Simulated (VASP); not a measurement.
Input of a VASP 6.6.1 run:

The input run.py:

```python
from ase.calculators.vasp import Vasp
from ase.dft.bandgap import bandgap
from ase.io import read

atoms = read('HfB.cif')
calc = Vasp(
    directory='calc',
    xc='lda',
    pp='LDA',
    setups='materialsproject',
    prec='Accurate',
    encut=520,
    ediff=1e-06,
    ismear=0,
    sigma=0.1,
    lreal=False,
    lasph=True,
    nelm=80,
    algo='Fast',
    isif=2,
    lwave=False,
    lcharg=False,
    kpts=[10, 10, 10],
    gamma=True,
    nbands=14,
)
atoms.calc = calc

print('energy (eV):', atoms.get_potential_energy())
print('free energy (eV):', atoms.get_potential_energy(force_consistent=True))
print('forces (eV/A):')
print(atoms.get_forces())
print('stress (eV/A^3, Voigt):', atoms.get_stress())
print('Fermi level (eV):', calc.get_fermi_level())
gap, top, bottom = bandgap(calc)
print('band gap (eV):', gap, 'from (spin, k, band)', top, 'to', bottom)
```

File HfB.cif:

```cif
data_HfB
_cell_length_a 3.26683333
_cell_length_b 3.26683333
_cell_length_c 3.26683333
_cell_angle_alpha 60.00000000
_cell_angle_beta 60.00000000
_cell_angle_gamma 60.00000000
_space_group_name_H-M_alt 'P1'
_space_group_name_Hall 'P 1'
_space_group_IT_number 1
loop_
_space_group_symop_operation_xyz
'x,y,z'
loop_
_atom_site_label
_atom_site_type_symbol
_atom_site_symmetry_multiplicity
_atom_site_Wyckoff_symbol
_atom_site_fract_x
_atom_site_fract_y
_atom_site_fract_z
_atom_site_occupancy
Hf1 Hf 1 a 0.5000000000 0.5000000000 0.5000000000 1
B1 B 1 a 0.0000000000 0.0000000000 0.0000000000 1
```

Potentials or basis: VASP PAW LDA potentials, release 64 (Hf_pv, B).

Command:

```console
$ python run.py
```

Question: Predict the band gap on the k mesh.

Answer: None (metal or under the smearing width).

Question: What does it give for the pressure?

Answer: 19.7 GPa.

Caveat: so large a pressure means that the cell lies far from this level's equilibrium, or that cutoff or potentials fall short. Spin-orbit coupling is left out, which matters for the levels of Hf.
